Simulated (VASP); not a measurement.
Wanted: the native input for a VASP 6.6.1 run.

```
Task                   : phonon dispersion
Functional             : PBEsol
Potentials or basis    : VASP PAW PBE potentials, release 64 (Sn_d)
Cutoff                 : 520 eV
k mesh                 : 2 × 2 × 2
Occupations            : gaussian, width 0.03 eV
Spin                   : no spin polarisation
Long-range dipole term : no
Supercell matrix       : [2, 0, 0, 0, 2, 0, 0, 0, 2]
Further INCAR settings : LREAL = Auto; ALGO = Fast; EDIFF = 1e-07; IBRION = 6; POTIM = 0.015; NSW = 1
```

The structure of Sn lies in POSCAR:

```
Sn
1.0
    0.0000000000      6.4666856000      6.4666856000
    6.4666856000      0.0000000000      6.4666856000
    6.4666856000      6.4666856000      0.0000000000
Sn
16
Direct
    0.0000000000      0.0000000000      0.0000000000
    0.0000000000      0.0000000000      0.5000000000
    0.0000000000      0.5000000000      0.0000000000
    0.0000000000      0.5000000000      0.5000000000
    0.5000000000      0.0000000000      0.0000000000
    0.5000000000      0.0000000000      0.5000000000
    0.5000000000      0.5000000000      0.0000000000
    0.5000000000      0.5000000000      0.5000000000
    0.1250000000      0.1250000000      0.1250000000
    0.1250000000      0.1250000000      0.6250000000
    0.1250000000      0.6250000000      0.1250000000
    0.1250000000      0.6250000000      0.6250000000
    0.6250000000      0.1250000000      0.1250000000
    0.6250000000      0.1250000000      0.6250000000
    0.6250000000      0.6250000000      0.1250000000
    0.6250000000      0.6250000000      0.6250000000
```

This isn't the form of Sn at room conditions, which is tetragonal (white tin).

One way to write it, as run:

INCAR

```
SYSTEM = Sn
PREC = Accurate ; ENCUT = 520
EDIFF = 1E-7 ; ISMEAR = 0
SIGMA = 0.03 ; LREAL = Auto
LASPH = .TRUE. ; NELM = 80
ALGO = Fast ; ISIF = 2
LWAVE = .FALSE. ; LCHARG = .FALSE.
GGA = PS ; IBRION = 6
NFREE = 2 ; POTIM = 0.015
NSW = 1 ; LPHON_DISPERSION = .TRUE.
PHON_NWRITE = -3
```

KPOINTS

```
regular mesh
0
G
  2 2 2
  0 0 0
```

QPOINTS

```
path GXWKGLUWLK,UX
8
line-mode
reciprocal
 0.0000000000  0.0000000000  0.0000000000  G
 0.5000000000  0.0000000000  0.5000000000  X

 0.5000000000  0.0000000000  0.5000000000  X
 0.5000000000  0.2500000000  0.7500000000  W

 0.5000000000  0.2500000000  0.7500000000  W
 0.3750000000  0.3750000000  0.7500000000  K

 0.3750000000  0.3750000000  0.7500000000  K
 0.0000000000  0.0000000000  0.0000000000  G

 0.0000000000  0.0000000000  0.0000000000  G
 0.5000000000  0.5000000000  0.5000000000  L

 0.5000000000  0.5000000000  0.5000000000  L
 0.6250000000  0.2500000000  0.6250000000  U

 0.6250000000  0.2500000000  0.6250000000  U
 0.5000000000  0.2500000000  0.7500000000  W

 0.5000000000  0.2500000000  0.7500000000  W
 0.5000000000  0.5000000000  0.5000000000  L

 0.5000000000  0.5000000000  0.5000000000  L
 0.3750000000  0.3750000000  0.7500000000  K

 0.6250000000  0.2500000000  0.6250000000  U
 0.5000000000  0.0000000000  0.5000000000  X
```

Potentials or basis: VASP PAW PBE potentials, release 64 (Sn_d).

The run is started by

```bash
$ cat potpaw_PBE.64/Sn_d/POTCAR > POTCAR
$ mpirun -np 4 vasp_std > vasp.out
```

Results of the run:

The highest phonon frequency is 189 cm⁻¹.

Caveat: the k mesh is coarse (spacing up to 0.42 Å⁻¹), so the values aren't converged.

Wall time 5.2 min on 4 MPI ranks on AMD EPYC 9R45 (Zen 5) (shared host), peak memory 0.35 GiB a rank.
